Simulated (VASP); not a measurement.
# Si in VASP: one cell, several levels of theory, part 2 of 2

VASP 6.6.1, plane waves, PAW. The steps go on from the part before.

## Step 3: r2SCAN

File INCAR:

```
ENCUT = 520.000000
SIGMA = 0.010000
EDIFF = 1.00e-07
ALGO = Normal
METAGGA = R2SCAN
PREC = Accurate
IBRION = -1
ISIF = 2
ISMEAR = 0
NBANDS = 11
NELM = 120
NSW = 0
LASPH = .TRUE.
LCHARG = .TRUE.
LELF = .TRUE.
LWAVE = .FALSE.
LREAL = .FALSE.
```

File KPOINTS:

```
KPOINTS created by Atomic Simulation Environment
0
Gamma
8 8 8
0 0 0
```

File KPOINTS_OPT:

```
special points
7
Reciprocal
0.0000000000 0.0000000000 0.0000000000 1
0.5000000000 0.0000000000 0.5000000000 1
0.6250000000 0.2500000000 0.6250000000 1
0.3750000000 0.3750000000 0.7500000000 1
0.5000000000 0.5000000000 0.5000000000 1
0.5000000000 0.2500000000 0.7500000000 1
0.0000000000 0.4192710000 0.4192710000 1
```

File POSCAR:

```
Si
 1.0000000000000000
     0.0000000000000000    2.7493400846000000    2.7493400846000000
     2.7493400846000000    0.0000000000000000    2.7493400846000000
     2.7493400846000000    2.7493400846000000    0.0000000000000000
 Si
   2
Cartesian
  0.0000000000000000  0.0000000000000000  0.0000000000000000
  1.3746700423000000  1.3746700423000000  1.3746700423000000
```

Started as:

```bash
$ mpirun -np 1 vasp_std
```

Printed to the terminal (iteration lines stand in OSZICAR):

```text
POSCAR found type information on POSCAR Si
 POSCAR found :  1 types and       2 ions
 -----------------------------------------------------------------------------
|                                                                             |
|                                                                             |
|     You enforced a specific xc type in the INCAR file but a different       |
|     I HOPE YOU KNOW WHAT YOU ARE DOING!                                     |
|                                                                             |
 -----------------------------------------------------------------------------

 LDA part: xc-table for (None), standard interpolation
 POSCAR, INCAR and KPOINTS ok, starting setup
 FFT: planning ... GRIDC
 FFT: planning ... GRID_SOFT
 FFT: planning ... GRID
 WAVECAR not read
 entering main loop
 Start KPOINTS_OPT (optional k-point list driver)
k-point batch [1-7\7]
```

OSZICAR:

```text
N       E                     dE             d eps       ncg     rms          rms(c)
DAV:   1    -0.223321438926E+01   -0.22332E+01   -0.31877E+03   638   0.570E+02
DAV:   2    -0.181932805329E+02   -0.15960E+02   -0.15306E+02   878   0.840E+01
DAV:   3    -0.187004415681E+02   -0.50716E+00   -0.50552E+00   803   0.124E+01
DAV:   4    -0.187045222890E+02   -0.40807E-02   -0.40802E-02   761   0.144E+00
DAV:   5    -0.187045639459E+02   -0.41657E-04   -0.41656E-04   784   0.136E-01    0.578E+00
DAV:   6    -0.175348459954E+02    0.11697E+01   -0.12520E-01   713   0.208E+00    0.395E+00
DAV:   7    -0.175354298066E+02   -0.58381E-03   -0.13513E-01   692   0.179E+00    0.291E-01
DAV:   8    -0.175346511386E+02    0.77867E-03   -0.54315E-03   716   0.406E-01    0.389E-01
DAV:   9    -0.175347606385E+02   -0.10950E-03   -0.34241E-04   748   0.144E-01    0.568E-02
DAV:  10    -0.175347795199E+02   -0.18881E-04   -0.91393E-06   754   0.232E-02    0.165E-02
DAV:  11    -0.175347819794E+02   -0.24595E-05   -0.15119E-06   762   0.800E-03    0.330E-03
DAV:  12    -0.175347821051E+02   -0.12569E-06   -0.87742E-08   502   0.179E-03    0.607E-04
DAV:  13    -0.175347819137E+02    0.19140E-06   -0.68944E-09   406   0.595E-04    0.133E-04
DAV:  14    -0.175347818486E+02    0.65129E-07   -0.11201E-09   403   0.261E-04
   1 F= -.17534782E+02 E0= -.17534782E+02  d E =-.377161E-54
       N       E                     dE             ncg
DAV:   1     0.643659309691E+03   -0.15548E+04      154
DAV:   2     0.508977743710E+03   -0.13468E+03      191
DAV:   3     0.504291873901E+03   -0.46859E+01      222
DAV:   4     0.504256131203E+03   -0.35743E-01      183
DAV:   5     0.504255863791E+03   -0.26741E-03      222
DAV:   6     0.504255861213E+03   -0.25781E-05      189
DAV:   7     0.504255861176E+03   -0.37622E-07      224
```

Parts of OUTCAR:

```text
k-points           NKPTS =     29   k-points in BZ     NKDIM =     29   number of bands    NBANDS=     11

   NELECT =       8.0000    total number of electrons

   dimension x,y,z NGX =    30 NGY =   30 NGZ =   30
   dimension x,y,z NGXF=    60 NGYF=   60 NGZF=   60

  energy-cutoff  :      520.00
  volume of cell :       41.56
      direct lattice vectors                 reciprocal lattice vectors
     0.000000000  2.749340085  2.749340085    -0.181861823  0.181861823  0.181861823
     2.749340085  0.000000000  2.749340085     0.181861823 -0.181861823  0.181861823
     2.749340085  2.749340085  0.000000000     0.181861823  0.181861823 -0.181861823

 k-points in reciprocal lattice and weights: KPOINTS created by Atomic Simulation Env
   0.00000000  0.00000000  0.00000000       0.002
   0.12500000  0.00000000  0.00000000       0.016
   0.25000000  0.00000000  0.00000000       0.016
   0.37500000  0.00000000  0.00000000       0.016
   0.50000000  0.00000000  0.00000000       0.008
   0.12500000  0.12500000  0.00000000       0.012
   0.25000000  0.12500000  0.00000000       0.047
   0.37500000  0.12500000  0.00000000       0.047
[... 21 more k-points ...]

 E-fermi :   5.4722

 k-point     1 :       0.0000    0.0000    0.0000
  band No.  band energies     occupation
      1      -6.8997      2.00000
      2       5.3650      2.00000
      3       5.3650      2.00000
      4       5.3650      2.00000
      5       8.1051      0.00000
      6       8.1051      0.00000
      7       8.1051      0.00000
      8       8.8978      0.00000
      9      13.4730      0.00000
     10      13.4730      0.00000
     11      13.8946      0.00000

 k-point     2 :       0.1250    0.0000    0.0000
  band No.  band energies     occupation
      1      -6.6915      2.00000
      2       3.7421      2.00000
      3       5.0709      2.00000
      4       5.0709      2.00000
      5       8.0587      0.00000
      6       8.5391      0.00000
      7       8.5391      0.00000
      8      10.2856      0.00000
      9      13.0088      0.00000
     10      13.0088      0.00000
     11      14.6676      0.00000

 k-point     3 :       0.2500    0.0000    0.0000
  band No.  band energies     occupation
      1      -6.0851      2.00000
      2       1.3643      2.00000
      3       4.5850      2.00000
      4       4.5850      2.00000
      5       7.5967      0.00000
      6       9.0908      0.00000
      7       9.0908      0.00000
      8      12.5925      0.00000
      9      12.9765      0.00000
     10      12.9765      0.00000
     11      14.9290      0.00000

 k-point     4 :       0.3750    0.0000    0.0000
  band No.  band energies     occupation
      1      -5.1798      2.00000
      2      -0.6944      2.00000
      3       4.2438      2.00000
      4       4.2438      2.00000
      5       7.2350      0.00000
      6       9.0692      0.00000
      7       9.0692      0.00000
      8      13.7625      0.00000
      9      14.3916      0.00000
     10      14.3916      0.00000
     11      15.4940      0.00000

 k-point     5 :       0.5000    0.0000    0.0000
  band No.  band energies     occupation
      1      -4.5428      2.00000
      2      -1.7254      2.00000
      3       4.1263      2.00000
      4       4.1263      2.00000
      5       7.1066      0.00000
      6       8.9671      0.00000
      7       8.9671      0.00000
      8      13.6361      0.00000
      9      16.4272      0.00000
     10      16.4272      0.00000
     11      17.1786      0.00000

 k-point     6 :       0.1250    0.1250    0.0000
  band No.  band energies     occupation
      1      -6.6213      2.00000
      2       3.9962      2.00000
      3       4.5506      2.00000
      4       4.5506      2.00000
      5       7.5811      0.00000
      6       9.2692      0.00000
      7       9.2692      0.00000
      8       9.9725      0.00000
      9      12.2661      0.00000
     10      13.7865      0.00000
     11      14.9654      0.00000

 k-point     7 :       0.2500    0.1250    0.0000
  band No.  band energies     occupation
      1      -6.1437      2.00000
      2       2.0682      2.00000
      3       4.0253      2.00000
      4       4.1095      2.00000
      5       7.7304      0.00000
      6       9.2754      0.00000
      7      10.0672      0.00000
      8      10.4583      0.00000
      9      13.2091      0.00000
     10      13.9774      0.00000
     11      15.9583      0.00000

 k-point     8 :       0.3750    0.1250    0.0000
  band No.  band energies     occupation
      1      -5.3159      2.00000
      2      -0.0314      2.00000
      3       3.5099      2.00000
      4       3.7449      2.00000
      5       7.8459      0.00000
      6       9.2412      0.00000
      7      10.0957      0.00000
      8      11.1891      0.00000
      9      15.1446      0.00000
     10      15.2302      0.00000
     11      15.7762      0.00000

 k-point     9 :       0.5000    0.1250    0.0000
  band No.  band energies     occupation
      1      -4.4504      2.00000
      2      -1.5119      2.00000
      3       3.0569      2.00000
      4       3.7635      2.00000
      5       7.7917      0.00000
      6       9.1422      0.00000
      7       9.7405      0.00000
      8      13.1354      0.00000
      9      14.8813      0.00000
     10      16.3542      0.00000
     11      17.4163      0.00000

 k-point    10 :      -0.3750    0.1250    0.0000
  band No.  band energies     occupation
      1      -4.6945      2.00000
      2      -1.1390      2.00000
      3       2.8757      2.00000
      4       4.0621      2.00000
      5       7.9479      0.00000
      6       9.2644      0.00000
      7       9.5001      0.00000
      8      13.7022      0.00000
      9      13.8936      0.00000
     10      15.0643      0.00000
     11      17.0925      0.00000

 k-point    11 :      -0.2500    0.1250    0.0000
  band No.  band energies     occupation
      1      -5.6268      2.00000
      2       0.6391      2.00000
      3       3.0368      2.00000
      4       4.5631      2.00000
      5       8.2944      0.00000
      6       9.2748      0.00000
      7       9.4885      0.00000
      8      12.0100      0.00000
      9      12.2453      0.00000
     10      15.7434      0.00000
     11      15.8940      0.00000

[... the tables of k-points 12 to 29 left out ...]

  Total       -0.7619923     -0.7619923     -0.7619923      0.0000000      0.0000000      0.0000000
  in kB      -29.3728285    -29.3728285    -29.3728285      0.0000000      0.0000000      0.0000000
  external PRESSURE =     -29.3728285 kB  Pullay stress =       0.0000000 kB

 POSITION                                       TOTAL-FORCE (eV/Angst)
 -----------------------------------------------------------------------------------
      0.00000      0.00000      0.00000         0.000000      0.000000      0.000000
      1.37467      1.37467      1.37467        -0.000000     -0.000000     -0.000000
 -----------------------------------------------------------------------------------
    total drift:                               -0.000000     -0.000000     -0.000000

  FREE ENERGIE OF THE ION-ELECTRON SYSTEM (eV)
  ---------------------------------------------------
  free  energy   TOTEN  =       -17.5347818486 eV

  energy  without entropy=      -17.5347818486  energy(sigma->0) =      -17.53478185
```

Wall time 64 s (1 MPI rank of Intel Xeon Platinum 8488C, shared host); peak memory 0.16 GiB.

The levels at the points of KPOINTS_OPT are read from vasprun.xml.

Levels at the named points, in eV from the top of band v (v: the last filled band by count, c: the next):

```
point    v−1      v     c   c+1
    Γ   0.00   0.00  2.74  2.74
    X  -2.91  -2.91  0.99  0.99
    U  -4.31  -2.48  1.48  4.44
    K  -4.31  -2.48  1.48  4.44
    L  -1.24  -1.24  1.74  3.60
    W  -3.87  -3.87  4.60  4.60
```

Gap with r2SCAN: 0.83 eV, valence top at Γ, conduction bottom at (0.00, 0.42, 0.42). Least direct gap: 2.74 eV. Pressure: -2.94 GPa; the forces vanish within 0.01 eV/Å.

## Step 4: What came out

What follows sums up all 2 parts.

```
 level  gap (eV)  pressure (GPa)
   PBE      0.64           -1.41
r2SCAN      0.83           -2.94
```

In words: The gap spans 0.64 eV (PBE) to 0.83 eV (r2SCAN). At this one volume the pressure spans -2.9 GPa (r2SCAN) to -1.4 GPa (PBE): PBE wants the largest cell and r2SCAN the smallest.
